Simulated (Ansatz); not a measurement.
Basis-set extrapolation for C5H11N, SMILES `C1CCNCC1` (PBE0-D4/def2-TZVP geometry, frozen core, Ansatz). Multiplicity 1, RHF reference.

|  | def2-TZVPP | def2-QZVPP |
| --- | --- | --- |
| HF | -250.282464 | -250.294173 |
| MP2 correlation | -1.073657 | -1.141941 |
| CCSD(T) correlation | -1.174545 | not run |

Energies in hartree. Use E(X) = E(∞) + A·exp(−7.88·√X) for Hartree–Fock and E(X) = E(∞) + B·X^(−2.97) for correlation, with X = 3 and 4, and add CCSD(T) minus MP2 of the smaller set to the MP2 limit.

Question: What is the CCSD(T) energy at the basis-set limit?

Answer: HF limit: -250.294173 + (-0.011709) × 0.13774 = -250.29579. MP2 limit: -1.141941 + (-0.068284) × 0.74074 = -1.19252. Higher-order term: -1.174545 − (-1.073657) = -0.10089. Total: -251.58920 hartree, 3.60 eV below CCSD(T)/def2-TZVPP.
